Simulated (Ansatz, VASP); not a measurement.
B in VASP and in Ansatz

Contents of INCAR:

```
  ALGO = Normal
  EDIFF = 1E-7
  ENCUT = 520
  GGA = PE
  ISIF = 2
  ISMEAR = -1
  LASPH = True
  LCHARG = False
  LREAL = False
  LWAVE = False
  NBANDS = 8
  NELM = 60
  PREC = Accurate
  SIGMA = 0.05
```

Contents of KPOINTS:

```
k-points
0
Gamma
  11 11 16
```

POSCAR

```
B
1.0
    2.3144019239      0.0000000000      0.0000000000
    0.0000000000      2.3144019239      0.0000000000
    0.0000000000      0.0000000000      1.5643577781
B
1
Direct
    0.5000000000      0.5000000000      0.5000000000
```

The input input.yaml:

```yaml
crystal:
  lattice:
    - [2.3144019239, 0.0, 0.0]
    - [0.0, 2.3144019239, 0.0]
    - [0.0, 0.0, 1.5643577781]
  atoms:
    - { symbol: B, position: [0.5, 0.5, 0.5] }
hamiltonian:
  xc: pbe
  pseudopotentials: { kind: paw }
kpoints:
  mp_grid: { grid: [11, 11, 16] }
scf:
  occupations: { method: fermi_dirac, width: 0.05 }
output:
  forces: true
  stress: true
  eigenvalues: true
```

The cell was built by a generator and needn't be a form met in nature.

Alike in both runs: task single point; functional PBE; k mesh 11 × 11 × 16; occupations fermi-dirac, width 0.05 eV; no spin polarisation.

|  | VASP | Ansatz |
| --- | --- | --- |
| version | VASP 6.6.1 | Ansatz 0.2.0 |
| potentials or method | VASP PAW PBE potentials, release 64 (B) | Ansatz PAW |
| plane-wave cutoff (eV) | 520 | 420 |
| valence electrons in the cell | 3 | 3 |

```csv
,VASP,Ansatz,Ansatz less VASP
gap on the k mesh at the Fermi level (eV),none,none,-
pressure (GPa),7.0,7.1,+0.10
largest component of the traceless stress (GPa),11.52,11.62,+0.106
```

A gap of «none» marks a metal or a gap that the smearing closes.
